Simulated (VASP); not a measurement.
# Pb (Im-3m) in VASP: notebook, part 2 of 3

VASP 6.6.1.

## 3. Single point, RPBE, collinear spin, typed start (volume scaled by 0.98)

File INCAR:

```
PREC     = Accurate       # precision mode
ENCUT    = 520            # plane-wave cutoff, eV
EDIFF    = 1E-6           # SCF threshold, eV
ISMEAR   = -5             # smearing method
SIGMA    = 0.05           # smearing width, eV
LREAL    = False          # projectors in reciprocal space
LASPH    = True           # aspherical terms in the spheres
NELM     = 150            # most SCF steps
ALGO     = Normal         # electronic algorithm
ISIF     = 2              # what is computed and relaxed
LWAVE    = False          # write WAVECAR
LCHARG   = False          # write CHGCAR
ISPIN    = 2              # spin polarisation
MAGMOM   = 1              # initial moments
LORBIT   = 11             # projections on sites
NUPDOWN  = 1.0            # fixed moment
GGA      = RP             # functional
NBANDS   = 17             # bands
```

File KPOINTS:

```
regular mesh
0
Gamma
  9 9 9
```

File POSCAR:

```
Pb
1.0
   -1.9663728605      1.9663728605      1.9663728605
    1.9663728605     -1.9663728605      1.9663728605
    1.9663728605      1.9663728605     -1.9663728605
Pb
1
Direct
    0.0000000000      0.0000000000      0.0000000000
```

Potentials or basis: VASP PAW PBE potentials, release 64 (Pb_d).

The run is started by

```sh
> cat potpaw_PBE.64/Pb_d/POTCAR > POTCAR
> mpirun -np 1 vasp_std > vasp.out
```

Run time: 52 s. Hardware: 1 thread of Intel Xeon Platinum 8375C at 2.90GHz (Ice Lake), shared host; peak memory 0.18 GiB.

Results (log left out):

- Free energy: -2.4558 eV
- Pressure: 7.3 GPa
- Net moment: 1.00 μB per cell
- Site moments: Pb +0.43 μB
- Valence electrons inside the program's atomic spheres: Pb 11.97

Caveat: the PAW data sets were made with another functional, which shifts forces and pressure a little; the total moment is fixed, so each spin has its own Fermi level.

## 4. Single point, PBEsol, non-collinear spin, zero start, spin-orbit coupling

File INCAR:

```
  ALGO = Fast
  EDIFF = 1E-6
  ENCUT = 520
  GGA = PS
  GGA_COMPAT = F
  ISIF = 2
  ISMEAR = 0
  LASPH = T
  LCHARG = F
  LNONCOLLINEAR = T
  LORBIT = 11
  LORBMOM = T
  LREAL = F
  LSORBIT = T
  LWAVE = F
  MAGMOM = 0 0 0
  NBANDS = 25
  NELM = 150
  PREC = Accurate
  SIGMA = 0.05
```

File KPOINTS:

```
k-points
0
Gamma
  11 11 11
```

File POSCAR:

```
Pb
1.0
   -1.9796595667      1.9796595667      1.9796595667
    1.9796595667     -1.9796595667      1.9796595667
    1.9796595667      1.9796595667     -1.9796595667
Pb
1
Direct
    0.0000000000      0.0000000000      0.0000000000
```

Potentials or basis: VASP PAW PBE potentials, release 64 (Pb_d).

The run is started by

```sh
> cat potpaw_PBE.64/Pb_d/POTCAR > POTCAR
> mpirun -np 1 vasp_ncl > vasp.out
```

OUTCAR:

```text
EDIFF = 1E-6
   ENCUT = 520
   GGA = PS
   ISIF = 2
   ISMEAR = 0
   LASPH = T
   LNONCOLLINEAR = T
   LORBIT = 11
   LREAL = F
   LSORBIT = T
   NELM = 150
   PREC = Accurate

 ion  position               nearest neighbor table
   1  0.000  0.000  0.000-

  LATTYP: Found a body centered cubic cell.
 ALAT       =     3.9593191334

  Lattice vectors:

 A1 = (  -1.9796595667,   1.9796595667,   1.9796595667)
 A2 = (   1.9796595667,  -1.9796595667,   1.9796595667)
 A3 = (   1.9796595667,   1.9796595667,  -1.9796595667)

Analysis of symmetry for initial positions (statically):
=====================================================================
 Subroutine PRICEL returns:
 Original cell was already a primitive cell.

 Routine SETGRP: Setting up the symmetry group for a
 body centered cubic supercell.

 Subroutine GETGRP returns: Found 48 space group operations
 (whereof 48 operations were pure point group operations)
 out of a pool of 48 trial point group operations.

The static configuration has the point symmetry O_h .

Analysis of symmetry for dynamics (positions and initial velocities):
=====================================================================
 Subroutine PRICEL returns:
 Original cell was already a primitive cell.

 Routine SETGRP: Setting up the symmetry group for a
 body centered cubic supercell.

 Subroutine GETGRP returns: Found 48 space group operations
 (whereof 48 operations were pure point group operations)
 out of a pool of 48 trial point group operations.

The dynamic configuration has the point symmetry O_h .

Analysis of structural, dynamic, and magnetic symmetry:
=====================================================================
 Subroutine PRICEL returns:
 Original cell was already a primitive cell.

 Routine SETGRP: Setting up the symmetry group for a
 body centered cubic supercell.
[... 844 lines left out ...]
  Total       -0.2738010     -0.2738010     -0.2738010     -0.0000000      0.0000000     -0.0000000
  in kB      -14.1355959    -14.1355959    -14.1355959     -0.0000000      0.0000000     -0.0000000
  external PRESSURE =     -14.1355959 kB  Pullay stress =       0.0000000 kB

 VOLUME and BASIS-vectors are now :
 -----------------------------------------------------------------------------
  energy-cutoff  :      520.00
  volume of cell :       31.03
      direct lattice vectors                 reciprocal lattice vectors
    -1.979659567  1.979659567  1.979659567     0.000000000  0.252568678  0.252568678
     1.979659567 -1.979659567  1.979659567     0.252568678  0.000000000  0.252568678
     1.979659567  1.979659567 -1.979659567     0.252568678  0.252568678  0.000000000

 POSITION                                       TOTAL-FORCE (eV/Angst)
 -----------------------------------------------------------------------------------
      0.00000      0.00000      0.00000        -0.000000      0.000000      0.000000
 -----------------------------------------------------------------------------------
    total drift:                               -0.000000     -0.000000     -0.000000

  FREE ENERGIE OF THE ION-ELECTRON SYSTEM (eV)
  ---------------------------------------------------
  free  energy   TOTEN  =        -4.5104531593 eV

  energy  without entropy=       -4.5095818871  energy(sigma->0) =       -4.51001752

 orbital moment (x)

 # of ion     p       d       tot
 ----------------------------------------
  1        -0.000  -0.000  -0.000
 ----------------------------------------
           -0.000  -0.000  -0.000

 orbital moment (y)

 # of ion     p       d       tot
 ----------------------------------------
  1         0.000  -0.000  -0.000
 ----------------------------------------
            0.000  -0.000  -0.000

 orbital moment (z)

 # of ion     p       d       tot
 ----------------------------------------
  1         0.000   0.000   0.000
 ----------------------------------------
            0.000   0.000   0.000

 Spin-Orbit-Coupling matrix elements

 Ion:    1  E_soc:     -1.1690224
 l=   1
     0.0000000    -0.1271542    -0.1271542
    -0.1271542     0.0000000    -0.1271542
    -0.1271542    -0.1271542     0.0000000
 l=   2
     0.0000000    -0.0134910     0.0000000    -0.0134910    -0.0541918
    -0.0134910     0.0000000    -0.0406439    -0.0134910    -0.0135480
     0.0000000    -0.0406439     0.0000000    -0.0406439     0.0000000
    -0.0134910    -0.0134910    -0.0406439     0.0000000    -0.0135480
    -0.0541918    -0.0135480     0.0000000    -0.0135480     0.0000000
 l=   3
     0.0000000     0.0000000     0.0000000     0.0000000     0.0000000     0.0000000     0.0000000
     0.0000000     0.0000000     0.0000000     0.0000000     0.0000000     0.0000000     0.0000000
     0.0000000     0.0000000     0.0000000     0.0000000     0.0000000     0.0000000     0.0000000
     0.0000000     0.0000000     0.0000000     0.0000000     0.0000000     0.0000000     0.0000000
     0.0000000     0.0000000     0.0000000     0.0000000     0.0000000     0.0000000     0.0000000
     0.0000000     0.0000000     0.0000000     0.0000000     0.0000000     0.0000000     0.0000000
     0.0000000     0.0000000     0.0000000     0.0000000     0.0000000     0.0000000     0.0000000

 total charge

# of ion       s       p       d       tot
------------------------------------------
    1        1.386   0.751   9.808  11.945

 magnetization (x)

# of ion       s       p       d       tot
------------------------------------------
    1        0.000  -0.000   0.000   0.000

 magnetization (y)

# of ion       s       p       d       tot
------------------------------------------
    1        0.000  -0.000   0.000   0.000

 magnetization (z)

# of ion       s       p       d       tot
------------------------------------------
    1       -0.000  -0.000  -0.000  -0.000
```

OSZICAR:

```text
N       E                     dE             d eps       ncg     rms          rms(c)
DAV:   1     0.150579678110E+03    0.15058E+03   -0.66704E+03  2808   0.133E+03
DAV:   2     0.724571266639E+01   -0.14333E+03   -0.13799E+03  2826   0.368E+02
DAV:   3    -0.409916803882E+01   -0.11345E+02   -0.11224E+02  3505   0.124E+02
DAV:   4    -0.450125000251E+01   -0.40208E+00   -0.40157E+00  3512   0.249E+01
DAV:   5    -0.452166930546E+01   -0.20419E-01   -0.20418E-01  4213   0.511E+00    0.546E-01
RMM:   6    -0.451283174509E+01    0.88376E-02   -0.11889E-02  3375   0.163E+00    0.252E-01
RMM:   7    -0.451048113964E+01    0.23506E-02   -0.68848E-03  3451   0.945E-01    0.195E-01
RMM:   8    -0.451050813203E+01   -0.26992E-04   -0.18012E-03  4301   0.469E-01    0.322E-02
RMM:   9    -0.451044642603E+01    0.61706E-04   -0.28584E-04  4586   0.217E-01    0.726E-03
RMM:  10    -0.451045332823E+01   -0.69022E-05   -0.61413E-05  4636   0.869E-02    0.354E-03
RMM:  11    -0.451045315930E+01    0.16893E-06   -0.97597E-06  3913   0.310E-02
   1 F= -.45104532E+01 E0= -.45100175E+01  d E =-.871272E-03  mag=     0.0000     0.0000    -0.0000
```

It took 2.7 min on 1 thread of Intel Xeon Platinum 8375C at 2.90GHz (Ice Lake), shared host; peak memory 0.27 GiB.

What came out:

```
Free energy                                           : -4.5105 eV
Pressure                                              : -1.4 GPa
Net moment                                            : 0.00 μB per cell
Valence electrons inside the program's atomic spheres : Pb 11.95
```

Moments on the atoms (μB; x, y, z):
```
Pb  0.00 0.00 0.00
```

Caveat: the PAW data sets were made with another functional, which shifts forces and pressure a little.

(Part 2 of 3 ends here.)
